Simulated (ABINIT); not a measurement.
The system is HfN.

```
Hf N
1.0
     3.13391    0.00000    0.00000
    -1.56695    2.71404    0.00000
     0.00000    0.00000    5.41677
Hf N
2 2
Direct
  0.33333 0.66667 0.25000
  0.66667 0.33333 0.75000
  0.00000 0.00000 0.50000
  0.00000 0.00000 0.00000
```

The cell comes from a database or a generator and needn't be the stable form of this composition.

Base run:

| Property | Result |
| --- | --- |
| Program | ABINIT 10.8.3 (patched build) |
| Functional | LDA |
| Potentials or basis | JTH PAW LDA v2.0 |
| Cutoff | 707 eV |
| k mesh | 10 × 10 × 5 |
| Occupations | fermi-dirac, width 0.05 eV |
| Spin | no spin polarisation |

Its results: band gap on the k mesh none (metal or under the smearing width); pressure -10.8 GPa.

Question: The run is repeated on the same cell with these changes: functional from LDA to PBEsol; potentials or basis from JTH PAW LDA v2.0 to PseudoDojo NC SR PBEsol v0.4.1 standard; cutoff from 707 eV to 1143 eV. What comes out?

Answer: Band gap on the k mesh none (metal or under the smearing width); pressure -3.3 GPa.

Caveats: spin-orbit coupling is left out, which moves the levels of the heavy elements.
